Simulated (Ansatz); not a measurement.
Crystal: KF (Carobbiite).

```
K F
1.0
     0.00000    2.67185    2.67185
     2.67185    0.00000    2.67185
     2.67185    2.67185    0.00000
K F
1 1
Direct
  0.00000 0.00000 0.00000
  0.50000 0.50000 0.50000
```

Base run:

| Item | Value |
| --- | --- |
| Program | Ansatz 0.2.0 |
| Functional | HSE06 |
| Potentials or basis | all-electron PAW datasets made for the crystal |
| Cutoff | 310 eV (chosen from the basis error) |
| k mesh | 6 × 6 × 6 |
| Occupations | fermi-dirac, width 0.05 eV |
| Spin | no spin polarisation |

Its results: band gap on the k mesh 8.18 eV, direct; pressure 0.5 GPa.

Task: The run is repeated on the same cell with these changes: functional from HSE06 to PBE0. What comes out?

Result: Band gap on the k mesh 8.95 eV, direct; pressure 0.4 GPa.

